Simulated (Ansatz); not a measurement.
## ZrB2: stiffness from a series of strains

```xyz
3
Lattice="3.1650 0.0000 0.0000 -1.5825 2.7410 0.0000 0.0000 0.0000 3.5200" Properties=species:S:1:pos:R:3 pbc="T T T"
Zr    0.0000    0.0000    0.0000
B     0.0000    1.8273    1.7600
B     1.5825    0.9137    1.7600
```

Atom numbers follow the list: Zr1, B2, B3.

The cell is COD entry 1510856, as deposited and not checked against the literature; nothing was relaxed.

Level of theory: DFT, PBE, all-electron LAPW, scalar-relativistic (Ansatz 0.2.0).

Sampling and basis: a Γ-centred 12×12×9 k mesh, Fermi–Dirac smearing of 0.05 eV, basis error target 1 meV/atom, no spin polarisation.

The strain is applied along the Cartesian axes of the cell as listed (γ is the engineering shear, twice εxy = εyz = εzx). Fractional coordinates are held (clamped ions).

σ is the change of stress from the unstrained cell, which is at 2.43 GPa; tension is positive, so slopes are stress–strain coefficients at that pressure. In a metal the k mesh adds noise.

Only quantities that a quadratic follows smoothly over the whole series are listed; rougher ones are left out.

```tsv
γ	σxy (GPa)	σyz (GPa)
-0.0300	-8.18	-8.01
-0.0200	-5.40	-5.27
0.0000	0.00	0.00
0.0100	2.61	2.53
0.0200	5.15	5.02
0.0300	7.62	7.46
```

Question: Fit the series and read off the stiffness at zero strain.

Answer: Least-squares fits y = p0 + p1 x + p2 x² to the rows give σxy (GPa): p1 = 263, p2 = -310; σyz (GPa): p1 = 258, p2 = -300.

Question: One run, at γ = -0.0100, is withheld. Predict its row.

Answer: The fits give -2.66, -2.61; the run gave -2.67, -2.59.
